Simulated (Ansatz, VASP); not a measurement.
**Two plane-wave programs on MgI2**

```
Mg I
1.0
     4.22951    0.00000    0.00000
    -2.11476    3.66287    0.00000
     0.00000    0.00000    7.85315
Mg I
1 2
Direct
  0.00000 0.00000 0.00000
  0.33333 0.66667 0.77051
  0.66667 0.33333 0.22949
```

Alike in both runs: task single point; functional PBE; k mesh 6 × 6 × 4; occupations gaussian, width 0.05 eV; no spin polarisation.

```csv
,VASP,Ansatz
version,VASP 6.6.1,Ansatz 0.2.0
potentials or method,"VASP PAW PBE potentials, release 64 (Mg, I)","scalar-relativistic, plane waves, PAW"
plane-wave cutoff (eV),520,520
valence electrons in the cell,16,44
```

|  | VASP | Ansatz | Ansatz less VASP |
| --- | --- | --- | --- |
| gap on the k mesh at the Fermi level (eV) | 3.30 | 3.31 | +0.015 |
| least direct gap on the mesh (eV) | 3.30 | 3.31 | +0.015 |
| pressure (GPa) | -1.7 | -1.7 | +0.05 |
| largest component of the traceless stress (GPa) | 0.97 | 0.98 | +0.004 |
| rms of the force components (eV/Å) | 0.277 | 0.272 | -0.0046 |

Atom by atom the forces differ by 0.005 eV/Å (rms over components). The functional is the same, so the differences come from potentials, cutoffs and numerics. The two sets of potentials don't hold the same shells in valence.

Caveats: spin-orbit coupling is left out, which moves the levels of the heavy elements; this functional lacks dispersion, which binds the layers, so the pressure and a relaxed spacing across them are unreliable. A k mesh can miss the band edges.
